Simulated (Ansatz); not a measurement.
Rocksalt NaH, relaxed with r2SCAN, was run in Ansatz 0.2.0 under altered settings. All numbers are computed, without spin polarisation but where a row says otherwise.

```
Na H
1.0
     0.00000    2.39751    2.39751
     2.39751    0.00000    2.39751
     2.39751    2.39751    0.00000
Na H
1 1
Cartesian
  0.0000 0.0000 0.0000
  2.3975 2.3975 2.3975
```

The base run's other keys:
```yaml
kpoints:
  mp_grid: { grid: [4, 4, 4] }
hamiltonian:
  xc: hse06
scf:
  occupations: { method: fixed }
  n_extra_bands: 4
```

It takes 10 iterations with 537 plane waves at 420 eV and 8 k points, and leaves a mean stress of +0.15 GPa. The gap over this mesh is 4.849 eV. It ran on 4 threads of Intel(R) Xeon(R) 6975P-C (Granite Rapids) (shared host).

Outcomes, with energy and stress as changes against the base:
```
                                    setting    outcome  ΔF (meV/atom)  Δ mean stress (GPa)  gap on the mesh (eV)  iterations  wall time
  PBE hybrid, exx coeff 0.05, omega 0.5 1/Å  converged              –                 +0.3                 3.901           9        1 s
     PBE hybrid, exx coeff 0.05, unscreened  converged              –                 +0.3                 4.152           9     0.91 s
      PBE hybrid, exx coeff 0.5, unscreened  converged              –                 -0.3                 7.398          15      1.2 s
PBE hybrid, exx coeff 0.5, omega 0.2078 1/Å  converged              –                 -0.4                 5.944          13      1.2 s
                           basis.xc_grid: 1  converged            0.0                  0.0                 4.850          10      1.1 s
```
A dash marks a value that wasn't obtained or can't be compared. Stress is positive in compression. The base took 1.1 s.

- PBE hybrid, exx coeff 0.05, omega 0.5 1/Å. That is 5 % exact exchange, screened with ω = 0.5 1/Å, against HSE06's 25 % screened at 0.208 1/Å. The mean stress moves by +0.3 GPa and the gap on the mesh by -0.949 eV (to 3.901). Totals of different functionals aren't comparable.
- PBE hybrid, exx coeff 0.05, unscreened. That is 5 % exact exchange, at all ranges, against HSE06's 25 % screened at 0.208 1/Å. The mean stress moves by +0.3 GPa and the gap on the mesh by -0.698 eV (to 4.152). Totals of different functionals aren't comparable.
- PBE hybrid, exx coeff 0.5, unscreened. That is 50 % exact exchange, at all ranges, against HSE06's 25 % screened at 0.208 1/Å. The mean stress moves by -0.3 GPa and the gap on the mesh by +2.548 eV (to 7.398). Totals of different functionals aren't comparable.
- PBE hybrid, exx coeff 0.5, omega 0.2078 1/Å. That is 50 % exact exchange, screened with ω = 0.2078 1/Å, against HSE06's 25 % screened at 0.208 1/Å. The mean stress moves by -0.4 GPa and the gap on the mesh by +1.094 eV (to 5.944). Totals of different functionals aren't comparable.

Within 1 meV an atom, 0.1 GPa and 0.005 eV of the base stay: basis.xc_grid: 1.

The program warns that its thresholds are loose for a hybrid's stress.

The meshes of the hybrids are coarse, so their gaps aren't converged to the digits shown.
